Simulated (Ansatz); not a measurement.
Set up this calculation in Ansatz 0.2.0, as the native input.

```yaml
Task: relaxation of cell and atoms
Functional: PBE
Potentials_or_basis: Ansatz PAW
Cutoff: "420 eV (not typed: the program's choice for these potentials)"
k_mesh: 7 × 5 × 5
Occupations: fermi-dirac, width 0.05 eV
Spin: no spin polarisation
```

The system is BaTiO3.

```xyz
10
Lattice="-2.8277 -1.6326 -2.3177 2.8277 -4.8977 0.0000 -2.8277 -1.6326 4.6355" Properties=species:S:1:pos:R:3 pbc="T T T"
Ba    0.0173   -6.4883    4.4750
Ba   -2.8449   -4.9396    0.1605
Ti   -0.0507   -6.4912    1.1667
Ti    0.0507   -3.3041   -0.9720
O    -2.9184   -3.1975    2.1689
O     0.0907   -4.8993   -0.0148
O    -1.2876   -5.6890    2.2893
O    -1.4829   -2.5067   -0.1352
O    -4.0760   -2.5422   -0.0739
O     1.1912   -2.3885   -0.0897
```

These files were run (other wordings do the same):

input.yaml

```yaml
crystal:
  lattice:
    - [-2.82766816, -1.63255497, -2.31773161]
    - [2.82766816, -4.89766492, 0.0]
    - [-2.82766816, -1.63255497, 4.63546322]
  atoms:
    - { symbol: Ba, position: [0.01574546, 0.99510673, 0.97325899] }
    - { symbol: Ba, position: [0.98425454, 0.50489327, 0.52674101] }
    - { symbol: Ti, position: [0.50385971, 0.9895382, 0.503622] }
    - { symbol: Ti, position: [0.46814029, 0.5104618, 0.024378] }
    - { symbol: O, position: [0.53055, 0.23162339, 0.73315727] }
    - { symbol: O, position: [0.48625, 0.75827661, 0.23994273] }
    - { symbol: O, position: [0.47921711, 0.75734423, 0.73348461] }
    - { symbol: O, position: [0.53758289, 0.25275577, 0.23961539] }
    - { symbol: O, position: [0.99088784, 0.02893112, 0.47950327] }
    - { symbol: O, position: [0.04611216, 0.47106888, 0.00369673] }
hamiltonian:
  xc: pbe
  pseudopotentials: { kind: paw }
kpoints:
  mp_grid: { grid: [7, 5, 5] }
scf:
  occupations: { method: fermi_dirac, width: 0.05 }
output:
  forces: true
  stress: true
  eigenvalues: true
relax:
  f_tol: 0.01
  max_steps: 40
  cell: { stress_tol: 0.05 }
```

Potentials or basis: Ansatz PAW.

Command:

```sh
$ ansatz run input.yaml --threads 4 --pin off --max-ram 11264MiB --backend cpu --events-out ev --progress --plain --runs-dir out
```

Results of the run:

- Relaxed volume: 13.38 Å³/atom
- Relaxed cell: a = 4.059 Å, b = 5.727 Å, c = 5.757 Å, α = 90.00°, β = 89.58°, γ = 90.00°
- Space group after relaxing (to 0.05 Å): R3m (No. 160)
- Energy gained by relaxing: 104.1 meV/atom
- Ionic steps: 10
- Pressure after relaxing: 0.0 GPa
- Band gap on the k mesh: 2.64 eV, indirect (least direct gap 2.68 eV)

Caveat: odd divisions of the mesh miss points on the zone boundary, where band edges often lie, so the gap on the mesh can be too wide; the plane-wave basis is chosen anew once the cell has moved, so the energies of steps on either side of that aren't comparable; the pressure holds a Pulay correction of +0.5 GPa for the finite cutoff; spin-orbit coupling is left out, which moves the levels of the heavy elements.

Run time: 3.8 min on 4 threads of Arm Neoverse V1, on a shared host, peak memory 0.78 GiB.
